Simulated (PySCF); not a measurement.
NICS in rings of unrelated molecules.

Definitions: NICS(0) = −σiso at the ring centroid; NICS(1) = −σiso and NICS(1)zz = −σzz at ±1 Å along the ring normal z. Level: GIAO PBE0/pcSseg-1 (PySCF, non-relativistic, gas phase) on the GFN2-xTB geometries, one conformer each. Atom numbers follow the mapped SMILES.

Task: Order these rings by mean NICS(1)zz, lowest (most negative) first (ppm).
A. ring C1–C2–C3–C4–C5 in `[CH:1]1=[CH:2][CH2:3][CH:4]=[CH:5]1`
B. ring C2–C4–O5–C6–O7–C8 in `[F:1][C:2]1([F:3])[CH2:4][O:5][CH2:6][O:7][CH2:8]1`
C. ring C2–C3–C4–C5–P7–C8 in `[CH3:1][c:2]1[cH:3][cH:4][c:5]([F:6])[p:7][cH:8]1`
D. ring C3–C4–P5–C6–C7–C8 in `[CH2:1]=[CH:2][c:3]1[cH:4][p:5][cH:6][cH:7][c:8]1[C:9]#[N:10]`
E. ring C4–C5–C6 in `[S-:1][CH2:2][CH2:3][CH:4]1[CH2:5][CH2:6]1` (charge -1)
F. ring C2–C3–P8 in `[F:1][C:2]1=[C:3]([C:4]([F:5])([F:6])[F:7])[P@@H:8]1=[S:9]`
G. ring C4–S5–C6–C8–C10 in `[CH3:1][CH2:2][CH2:3][c:4]1[s:5][c:6]([O-:7])[c:8]([F:9])[c:10]1[F:11]` (charge -1)

Result: C (-25.6), D (-23.9), E (-22.2), A (-13.3), G (-11.2), F (-6.5), B (2.1).

```
                  SMILES                                                     ring  NICS(0)  NICS(1)  NICS(1)zz  HOMA  rms pucker (Å)  ring atoms with four or more neighbours
            Cc1ccc(F)pc1        6-membered ring with P; formal bonds all aromatic     -8.8    -10.6      -25.6  0.94            0.00                                        0
          C=Cc1cpccc1C#N        6-membered ring with P; formal bonds all aromatic     -7.0    -10.0      -23.9  0.92            0.01                                        0
             [S-]CCC1CC1           3-membered carbocycle; formal bonds all single    -44.1     -8.6      -22.2     –            0.00                                        3
               C1=CCC=C1   5-membered carbocycle; formal bonds 2 double, 3 single     -3.3     -6.0      -13.3     –            0.00                                        1
    CCCc1sc([O-])c(F)c1F        5-membered ring with S; formal bonds all aromatic    -14.5     -7.2      -11.2  0.17            0.00                                        0
FC1=C(C(F)(F)F)[P@@H]1=S  3-membered ring with P; formal bonds 1 double, 2 single    -19.9     -6.2       -6.5     –            0.00                                        1
            FC1(F)COCOC1        6-membered ring with 2 O; formal bonds all single     -2.0     -1.4        2.1     –            0.21                                        4
```

NICS(0) gives another order. The isotropic NICS(1) gives another order. HOMA uses Krygowski's 1993 parameters; it is left out where a ring has a four-coordinate atom, a triple bond, no multiple bond or a kind of bond without parameters. NICS(1) and NICS(1)zz are means over the two faces.
